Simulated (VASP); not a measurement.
Crystal: RbBr.

```xyz
2
Lattice="0.0000 3.4608 3.4608 3.4608 0.0000 3.4608 3.4608 3.4608 0.0000" Properties=species:S:1:pos:R:3 pbc="T T T"
Rb    0.0000    0.0000    0.0000
Br    3.4608    3.4608    3.4608
```

The cell was built by a generator and needn't be a form met in nature.

Base run:

- Program: VASP 6.6.1
- Functional: PBE
- Potentials or basis: VASP PAW PBE potentials, release 64 (Rb_sv, Br)
- Cutoff: 520 eV
- k mesh: 4 × 4 × 4
- Occupations: gaussian, width 0.01 eV
- Spin: no spin polarisation

Its results: band gap on the k mesh 4.29 eV, direct; pressure 0.6 GPa.

Problem. The run is repeated on the same cell with these changes: functional from PBE to HSE06. What comes out?

Solution. Band gap on the k mesh 5.44 eV, direct; pressure 0.3 GPa.

HSE06 gives the wider gap, since exact exchange removes part of the self-interaction.

Caveats: the PAW data sets were made with another functional, which shifts forces and pressure a little (some runs).

